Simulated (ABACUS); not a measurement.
**SrO under changes of volume**

One of the cells (16.995 Å³/atom); the others are scaled copies at fixed shape and fractional positions:

```
Sr O
1.0
     3.55329    0.00000    0.00000
    -1.77664    3.07724    0.00000
     0.00000    0.00000    6.21730
Sr O
2 2
Direct
  0.66667 0.33333 0.75000
  0.33333 0.66667 0.25000
  0.00000 0.00000 0.50000
  0.00000 0.00000 0.00000
```

Measurements of this composition are mostly on another form, of space group No. 225.

```yaml
Program: ABACUS 3.10.1
Functional: LDA
Potentials_or_basis: PseudoDojo NC SR 0.4.1 LDA stringent
Cutoff: 1252 eV
Density_cutoff: 5007 eV
Basis: plane waves
k_mesh: 7 × 7 × 4
Occupations: fermi-dirac, width 0.05 eV
Spin: no spin polarisation
```

```csv
volume (Å³/atom),energy over the lowest point (meV/atom),pressure (GPa),gap on the mesh (eV)
15.976,0.00,-0.3,2.99
16.316,2.84,-2.3,2.99
16.656,9.68,-4.1,2.99
16.995,20.12,-5.7,2.87
17.335,33.70,-7.1,2.76
17.675,?,?,?
18.015,69.12,-9.5,2.56
```

Question: What does the run at 17.675 Å³/atom give?

Answer: Energy over the lowest point 50.14 meV/atom; pressure -8.4 GPa; gap on the mesh 2.66 eV.

Worked out: A Birch-Murnaghan fit of order 3 (a polynomial in V^(-2/3)) to the other rows has its minimum at 15.93 Å³/atom, just outside them, with B0 = V·E''(V) = 101 GPa and B' = 4.5 at fixed shape and positions, which overstates the stiffness. It gives 50.16 meV/atom at 17.675 Å³/atom, against the run's 50.14, and -dE/dV = -8.4 GPa, against -8.4. A parabola through the other rows of the gap, of slope -6.37 eV per unit of ln V there, gives 2.68 eV, against the run's 2.66.

Energies are extrapolated to zero smearing.

Caveats: an odd mesh through Γ misses points on the zone boundary, where band edges often lie. Spin-orbit coupling on Sr is left out.
